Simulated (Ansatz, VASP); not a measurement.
# One calculation of BiH3, two programs

```
Bi H
1.0
     4.30826    0.00000    0.00000
     0.00000    4.30826    0.00000
     0.00000    0.00000    4.30826
Bi H
2 6
Direct
  0.00000 0.00000 0.00000
  0.50000 0.50000 0.50000
  0.25000 0.00000 0.50000
  0.50000 0.75000 0.00000
  0.75000 0.00000 0.50000
  0.50000 0.25000 0.00000
  0.00000 0.50000 0.75000
  0.00000 0.50000 0.25000
```

Change from the starting cell: species swapped into the SiMo3 type (Pm-3n, No. 223).

Alike in both runs: functional PBE; k mesh 4 × 4 × 4; occupations gaussian, width 0.1 eV; no spin polarisation.

Ansatz relaxed the structure, and its values are those at the end. VASP's run is a single point on that final structure, the one shown.

|  | VASP | Ansatz |
| --- | --- | --- |
| version | VASP 6.6.1 | Ansatz 0.2.0 |
| potentials or method | VASP PAW PBE potentials, release 64 (Bi_d, H) | scalar-relativistic, plane waves, PAW |
| plane-wave cutoff (eV) | 520 | 420 |
| valence electrons in the cell | 36 | 36 |

|  | VASP | Ansatz | Ansatz less VASP |
| --- | --- | --- | --- |
| gap on the k mesh at the Fermi level (eV) | none | none | - |
| pressure (GPa) | -0.4 | -0.3 | +0.14 |

A gap of «none» marks a metal or a gap that the smearing closes. The functional is the same, so the differences come from potentials, cutoffs and numerics.

Caveats: the k mesh is coarse (spacing up to 0.36 Å⁻¹), so the values aren't converged; spin-orbit coupling is left out, which moves the levels of the heavy elements.
